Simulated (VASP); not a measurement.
# Gap, carriers and strain in Hg2Ge (Fm-3m), part 3 of 3

Wanted: where the band edges of Hg2Ge lie, how heavy the carriers are and how strain moves the gap. The cell is generated by rule, not measured, and may not be a known phase.

VASP 6.6.1, plane waves and PAW; the level of theory is named at each step.

Still holding for the runs below: The k-mesh is coarse for a metal.

So far. Step 3 (Bands on a dense mesh): At 23.4 GPa the cell is away from the equilibrium volume of this level: left free, it would expand.

The structure was built from a prototype and need not be the compound's stable phase.

**6. Bands with HSE06**

This step: HSE06; plane waves and PAW (Ge_d, Hg); invented cell (VASP 6.6.1).

A quarter of screened exact exchange corrects much of the semilocal gap error; its cost forces a coarser mesh.

File INCAR:

```
SYSTEM = Hg2Ge
PREC = Accurate
ENCUT = 410
EDIFF = 1E-06
NELM = 100
ISMEAR = 0
SIGMA = 0.02
LREAL = .FALSE.
ALGO = Normal
LHFCALC = .TRUE.
AEXX = 0.25
GGA = PE
HFSCREEN = 0.2
LASPH = .TRUE.
NBANDS = 25
PRECFOCK = Fast
LORBIT = 11
LWAVE = .FALSE.
LCHARG = .FALSE.
KPAR = 4
ISIF = 2
```

File POSCAR:

```
Hg2Ge
1.0
    0.0000000000      3.0328200000      3.0328200000
    3.0328200000      0.0000000000      3.0328200000
    3.0328200000      3.0328200000      0.0000000000
Ge Hg
1 2
Direct
    0.0000000000      0.0000000000      0.0000000000
    0.2500000000      0.2500000000      0.2500000000
    0.7500000000      0.7500000000      0.7500000000
```

File KPOINTS:

```
Automatic mesh
0
Gamma
4 4 4
0 0 0
```

File KPOINTS_OPT:

```
Line mode
8
Line-mode
Reciprocal
  0.00000000   0.00000000   0.00000000 GAMMA
  0.50000000   0.00000000   0.50000000 X

  0.50000000   0.00000000   0.50000000 X
  0.50000000   0.25000000   0.75000000 W

  0.50000000   0.25000000   0.75000000 W
  0.37500000   0.37500000   0.75000000 K

  0.37500000   0.37500000   0.75000000 K
  0.00000000   0.00000000   0.00000000 GAMMA

  0.00000000   0.00000000   0.00000000 GAMMA
  0.50000000   0.50000000   0.50000000 L

  0.50000000   0.50000000   0.50000000 L
  0.62500000   0.25000000   0.62500000 U

  0.62500000   0.25000000   0.62500000 U
  0.50000000   0.25000000   0.75000000 W

  0.50000000   0.25000000   0.75000000 W
  0.50000000   0.50000000   0.50000000 L

  0.50000000   0.50000000   0.50000000 L
  0.37500000   0.37500000   0.75000000 K

  0.62500000   0.25000000   0.62500000 U
  0.50000000   0.00000000   0.50000000 X
```

Potentials, in the order of the species: Ge_d and Hg (LDA family, release 64).

The WAVECAR or CHGCAR of an earlier step is read.

On the command line:

```bash
$ mpirun -np 4 vasp_std
```

Log:

```text
[banner, memory and clock lines left out]
running    4 mpi-ranks, on    1 nodes
 distrk:  each k-point on    1 cores,    4 groups
 distr:  one band on    1 cores,    1 groups

 POSCAR found type information on POSCAR GeHg
 POSCAR found :  2 types and       3 ions
 [... a notice as in an earlier step ...]

 LDA part: xc-table for (Slater+PW92), standard interpolation
 found WAVECAR, reading the header
 POSCAR, INCAR and KPOINTS ok, starting setup
 FFT: planning ... GRIDC
 FFT: planning ... GRID_SOFT
 FFT: planning ... GRID
 reading WAVECAR
 the WAVECAR file was read successfully
 initial charge from wavefunction
 entering main loop
       N       E                     dE             d eps       ncg     rms          rms(c)
DAV:   1    -0.363126592849E+01   -0.36313E+01   -0.87772E-01   494   0.128E+01    0.246E+00
DAV:   2    -0.362005272205E+01    0.11213E-01   -0.10943E-01   404   0.352E+00    0.137E+00
DAV:   3    -0.361751842336E+01    0.25343E-02   -0.12439E-02   466   0.137E+00    0.913E-01
DAV:   4    -0.361761290193E+01   -0.94479E-04   -0.13833E-03   458   0.385E-01    0.591E-01
DAV:   5    -0.361764587178E+01   -0.32970E-04   -0.83724E-05   490   0.115E-01    0.348E-01
DAV:   6    -0.361775106640E+01   -0.10519E-03   -0.10902E-05   472   0.422E-02    0.209E-01
DAV:   7    -0.361802589050E+01   -0.27482E-03   -0.10715E-05   451   0.280E-02    0.130E-01
DAV:   8    -0.361867600821E+01   -0.65012E-03   -0.39565E-05   446   0.506E-02    0.951E-02
DAV:   9    -0.361954649226E+01   -0.87048E-03   -0.95111E-05   430   0.790E-02    0.684E-02
DAV:  10    -0.361965035177E+01   -0.10386E-03   -0.44079E-05   428   0.629E-02    0.417E-02
DAV:  11    -0.361946643103E+01    0.18392E-03   -0.18377E-05   510   0.375E-02    0.249E-02
DAV:  12    -0.361933733763E+01    0.12909E-03   -0.65166E-06   454   0.216E-02    0.149E-02
DAV:  13    -0.361925763765E+01    0.79700E-04   -0.27397E-06   373   0.122E-02    0.895E-03
DAV:  14    -0.361921141844E+01    0.46219E-04   -0.13595E-06   253   0.716E-03    0.540E-03
DAV:  15    -0.361918661915E+01    0.24799E-04   -0.11334E-06   240   0.450E-03    0.328E-03
DAV:  16    -0.361917558194E+01    0.11037E-04   -0.10079E-06   249   0.290E-03    0.204E-03
DAV:  17    -0.361917327625E+01    0.23057E-05   -0.96561E-07   248   0.199E-03    0.135E-03
DAV:  18    -0.361917643065E+01   -0.31544E-05   -0.95545E-07   232   0.145E-03    0.102E-03
DAV:  19    -0.361918292659E+01   -0.64959E-05   -0.93923E-07   232   0.126E-03    0.892E-04
DAV:  20    -0.361919140707E+01   -0.84805E-05   -0.91737E-07   232   0.124E-03    0.851E-04
DAV:  21    -0.361920099177E+01   -0.95847E-05   -0.88693E-07   224   0.118E-03    0.838E-04
DAV:  22    -0.361921112441E+01   -0.10133E-04   -0.85170E-07   233   0.116E-03    0.830E-04
DAV:  23    -0.361922143838E+01   -0.10314E-04   -0.81657E-07   232   0.115E-03    0.820E-04
DAV:  24    -0.361923169516E+01   -0.10257E-04   -0.78339E-07   232   0.113E-03    0.805E-04
DAV:  25    -0.361924174878E+01   -0.10054E-04   -0.75478E-07   224   0.111E-03    0.787E-04
DAV:  26    -0.361925150480E+01   -0.97560E-05   -0.73193E-07   232   0.108E-03    0.766E-04
DAV:  27    -0.361926090786E+01   -0.94031E-05   -0.71750E-07   232   0.106E-03    0.744E-04
DAV:  28    -0.361926991946E+01   -0.90116E-05   -0.71189E-07   225   0.105E-03    0.722E-04
DAV:  29    -0.361927852435E+01   -0.86049E-05   -0.71824E-07   232   0.103E-03    0.699E-04
DAV:  30    -0.361928669408E+01   -0.81697E-05   -0.73684E-07   232   0.103E-03    0.678E-04
DAV:  31    -0.361929443398E+01   -0.77399E-05   -0.77107E-07   232   0.102E-03    0.657E-04
DAV:  32    -0.361930173384E+01   -0.72999E-05   -0.82320E-07   224   0.101E-03    0.638E-04
DAV:  33    -0.361930858976E+01   -0.68559E-05   -0.89600E-07   232   0.102E-03    0.621E-04
DAV:  34    -0.361931500236E+01   -0.64126E-05   -0.99316E-07   233   0.104E-03    0.608E-04
DAV:  35    -0.361932096474E+01   -0.59624E-05   -0.11198E-06   232   0.106E-03    0.598E-04
DAV:  36    -0.361932646025E+01   -0.54955E-05   -0.12811E-06   224   0.110E-03    0.594E-04
DAV:  37    -0.361933148471E+01   -0.50245E-05   -0.14838E-06   232   0.114E-03    0.595E-04
DAV:  38    -0.361933600422E+01   -0.45195E-05   -0.17358E-06   232   0.119E-03    0.605E-04
DAV:  39    -0.361933998604E+01   -0.39818E-05   -0.20470E-06   224   0.126E-03    0.625E-04
DAV:  40    -0.361934337263E+01   -0.33866E-05   -0.24286E-06   233   0.134E-03    0.657E-04
DAV:  41    -0.361934612125E+01   -0.27486E-05   -0.28954E-06   224   0.143E-03    0.704E-04
DAV:  42    -0.361934815753E+01   -0.20363E-05   -0.34626E-06   232   0.156E-03    0.770E-04
DAV:  43    -0.361934938774E+01   -0.12302E-05   -0.41510E-06   224   0.169E-03    0.857E-04
DAV:  44    -0.361934970502E+01   -0.31728E-06   -0.49825E-06   224   0.185E-03
   1 F= -.36193497E+01 E0= -.36190652E+01  d E =-.569100E-03
 Start KPOINTS_OPT (optional k-point list driver)
k-point batch [1-8\80]
       N       E                     dE             ncg
DAV:   1     0.411597085190E+03   -0.37595E+04      499
DAV:   2    -0.208982160066E+04   -0.25014E+04      400
DAV:   3    -0.232586745193E+04   -0.23605E+03      466
DAV:   4    -0.233346383154E+04   -0.75964E+01      461
DAV:   5    -0.233357179232E+04   -0.10796E+00      453
DAV:   6    -0.233357419880E+04   -0.24065E-02      434
DAV:   7    -0.233357426922E+04   -0.70426E-04      450
DAV:   8    -0.233357427168E+04   -0.24580E-05      378
DAV:   9    -0.233357427178E+04   -0.95267E-07      281
[...]
k-point batch [73-80\80]
       N       E                     dE             ncg
DAV:   1     0.492471541341E+03   -0.86349E+04      482
DAV:   2    -0.217311923747E+04   -0.26656E+04      400
DAV:   3    -0.243113923817E+04   -0.25802E+03      440
DAV:   4    -0.243933334418E+04   -0.81941E+01      506
DAV:   5    -0.243945061671E+04   -0.11727E+00      461
DAV:   6    -0.243945259466E+04   -0.19779E-02      499
DAV:   7    -0.243945264863E+04   -0.53975E-04      467
DAV:   8    -0.243945265057E+04   -0.19418E-05      411
DAV:   9    -0.243945265065E+04   -0.74091E-07      339
```

The job ended after 24 min (4 MPI ranks of Intel Xeon Platinum 8259CL at 2.50GHz (Skylake/Cascade Lake), shared host; peak memory 1.1 GiB).

OUTCAR, selected parts (step 6):

```text
   k-points           NKPTS =      8   k-points in BZ     NKDIM =     64   number of bands    NBANDS=     25

   NELECT =      38.0000    total number of electrons

  exchange ACFDT corr.  =         0.00000000  see jH, gK, PRB 81, 115126

 E-fermi :   6.0813

 k-point     1 :       0.0000    0.0000    0.0000
  band No.  band energies     occupation
    ...
     13      -2.7868      2.00000
     14      -2.7846      2.00000
     15      -2.0274      2.00000
     16      -2.0262      2.00000
     17       5.8265      2.00000
     18       8.0039      0.00000
     19       8.0086      0.00000
     20       8.0159      0.00000
     21       8.2044      0.00000
     22       8.2072      0.00000
    ...

  Total       10.9322017     10.9322017     10.9322017     -0.0000000     -0.0000000      0.0000000
  in kB      313.9412025    313.9412025    313.9412025     -0.0000000     -0.0000000      0.0000000
  external PRESSURE =     313.9412025 kB  Pullay stress =       0.0000000 kB

 POSITION                                       TOTAL-FORCE (eV/Angst)
 -----------------------------------------------------------------------------------
      0.00000      0.00000      0.00000        -0.000000     -0.000000      0.000000
      1.51641      1.51641      1.51641         0.000000      0.000000      0.000000
      4.54923      4.54923      4.54923        -0.000000     -0.000000     -0.000000
 -----------------------------------------------------------------------------------
    total drift:                                0.000001      0.000001      0.000001

  FREE ENERGIE OF THE ION-ELECTRON SYSTEM (eV)
  ---------------------------------------------------
  free  energy   TOTEN  =        -3.6193497050 eV

  energy  without entropy=       -3.6187806055  energy(sigma->0) =       -3.61906516

[... 7 parts as in an earlier step ...]

[... 9 further parts left out ...]
```

The k-mesh is coarse for exact exchange; in a metal the Fermi energy and the levels can shift by several tenths of an eV on a finer one.

This step gave:

```
SCF cycles              : 44
free energy (TOTEN)     : -3.619 eV
energy at zero smearing : -3.619 eV
Fermi energy            : 6.081 eV
pressure                : 31.39 GPa
```

Electronic bands along the path, in eV, zero at the Fermi level; # counts the bands kept, so #1 is VASP's band 12:

| point | #5 | #6 | #7 | #8 | #9 | #10 | #11 | #12 |
| --- | --- | --- | --- | --- | --- | --- | --- | --- |
| Γ | -8.11 | -0.25 | 1.92 | 1.93 | 1.93 | 2.12 | 2.13 | 2.13 |
| 0.57 of the way | -8.14 | -3.51 | -2.28 | -2.28 | -1.14 | 2.52 | 6.70 | 6.70 |
| X | -8.17 | -6.33 | -3.84 | -3.83 | -1.63 | 1.94 | 9.07 | 10.33 |
| 0.43 of the way | -8.02 | -6.27 | -4.84 | -4.24 | 0.04 | 2.67 | 7.47 | 8.37 |
| W | -7.41 | -5.91 | -5.90 | -4.92 | 3.74 | 3.76 | 4.80 | 5.53 |
| 0.43 of the way | -7.56 | -6.13 | -6.06 | -4.08 | 1.92 | 4.54 | 5.23 | 6.41 |
| K | -7.72 | -6.49 | -6.12 | -2.72 | 0.20 | 4.40 | 6.57 | 8.12 |
| 0.57 of the way | -8.51 | -3.18 | -3.08 | 0.84 | 1.25 | 3.10 | 4.01 | 4.54 |
| Γ | -8.11 | -0.25 | 1.92 | 1.93 | 1.93 | 2.12 | 2.13 | 2.13 |
| 0.43 of the way | -8.53 | -3.48 | -0.36 | 0.62 | 0.64 | 3.67 | 3.67 | 4.06 |
| L | -8.79 | -8.53 | -0.82 | -0.04 | 0.01 | 3.96 | 3.96 | 5.27 |
| 0.43 of the way | -8.37 | -8.15 | -3.07 | -1.04 | 0.97 | 3.63 | 5.32 | 7.41 |
| U | -7.72 | -6.49 | -6.12 | -2.73 | 0.20 | 4.40 | 6.57 | 8.12 |
| 0.43 of the way | -7.62 | -6.27 | -6.09 | -3.63 | 1.31 | 4.48 | 5.70 | 6.83 |
| W | -7.41 | -5.91 | -5.90 | -4.92 | 3.74 | 3.76 | 4.80 | 5.53 |
| 0.43 of the way | -8.05 | -7.52 | -4.27 | -2.61 | 2.23 | 3.23 | 6.71 | 6.78 |
| L | -8.79 | -8.53 | -0.82 | -0.04 | 0.01 | 3.96 | 3.96 | 5.27 |
| 0.57 of the way | -8.24 | -7.78 | -3.98 | -1.53 | 0.81 | 4.26 | 6.11 | 6.69 |
| K | -7.72 | -6.49 | -6.12 | -2.72 | 0.20 | 4.40 | 6.57 | 8.12 |
| jump to U | -7.72 | -6.49 | -6.12 | -2.73 | 0.20 | 4.40 | 6.57 | 8.12 |
| 0.43 of the way | -8.05 | -6.27 | -5.31 | -3.43 | -0.49 | 2.72 | 7.84 | 9.12 |
| X | -8.17 | -6.33 | -3.84 | -3.83 | -1.63 | 1.94 | 9.07 | 10.33 |

Of the projections kept (Ge, Hg), the largest for each band there; the rest of the weight can lie on other orbitals:

| point | #5 | #6 | #7 | #8 | #9 | #10 | #11 | #12 |
| --- | --- | --- | --- | --- | --- | --- | --- | --- |
| Γ | Hg 1.00 | Ge 0.70 | Ge 0.63 | Ge 0.63 | Ge 0.63 | Hg 0.84 | Hg 0.84 | Hg 0.84 |
| X | Hg 1.00 | Hg 0.91 | Hg 0.56 | Hg 0.56 | Hg 0.94 | Hg 0.62 | Ge 0.73 | Ge 0.98 |
| W | Hg 0.74 | Hg 0.87 | Hg 0.87 | Hg 0.56 | Hg 0.68 | Hg 0.68 | Hg 0.61 | Ge 0.56 |
| K | Hg 0.79 | Hg 0.70 | Hg 0.89 | Hg 0.58 | Hg 0.80 | Hg 0.61 | Ge 0.50 | Hg 0.51 |
| Γ | Hg 1.00 | Ge 0.70 | Ge 0.63 | Ge 0.63 | Ge 0.63 | Hg 0.84 | Hg 0.84 | Hg 0.84 |
| L | Hg 0.82 | Hg 0.93 | Hg 0.61 | Ge 0.50 | Ge 0.50 | Hg 0.83 | Hg 0.83 | Hg 1.00 |

The electronic bands as a text plot (rows in eV, shown from -8.0 to 3.0 only):

```
    2.8 |* **      * *         *  **             *  *
    2.3 |**  ***                ***                            *
    1.8 |*      ***    *        ***                  *          *
    1.4 |                   ****** *            *
    0.9 | *         *   *  *  **    *      **         *   **
    0.5 |                 *     ** * **   *  **        * *  **
    0.0 |  *       *     *  **      *  ****    *        **    *
   -0.4 |****                     ** **    *           *
   -0.9 |                  *    **     ***  *         * * *    *
   -1.4 |  ****** *                       *            * * *    *
   -1.8 |        *        *    *    *        *       *      *
   -2.3 |   ***                            *  *       *      *
   -2.7 |                *                     *
   -3.2 |      *        *     *             *        *    *   *
   -3.6 |    ** **                   *          *   *          **
   -4.1 |         **   *    **                             *    *
   -4.6 |      *    *       **                   * *
   -5.0 |          ****               *      *    * *       *  *
   -5.5 |                  *                  *    *         *
   -5.9 |       *    ******                    ****
   -6.4 |        ****   ***            *       **  *          ***
   -6.9 |                                     *     *        *
   -7.3 |            **                      *   ***        *
   -7.8 |           *  ***              *     ***   *      * **
         Γ       X    W  K        Γ      L     U  W     L   K|U X
```

**7. Results**

```
gap, LDA                               : none
gap with spin-orbit coupling           : none
gap, HSE06 without spin-orbit coupling : none
```

**Reading.** At this level the bands overlap or touch. Masses were not obtained, since there is no gap at this level. The strain response was not obtained, since there is no gap at this level.

[Lines on the potential files, build, host, timing and source positions are cut from VASP's logs without a mark.]

[Logs are printed without paths, hosts, clocks, repeated set-up lines and the standing remarks that a program may print on its own settings, such as how far it seeks lower states.]

[Hosts, paths, dates, database ids (printed as entryN), source tags and the programs' standing remarks are cut or masked in the printed files.]

[In band tables of VASP the shares of atoms and orbitals are scaled to a sum of 1 inside the atoms' spheres.]

[Gaps and slopes under strain along one axis are those of the sampled path and mesh points; where strain splits equal valleys, another of them can be the edge.]
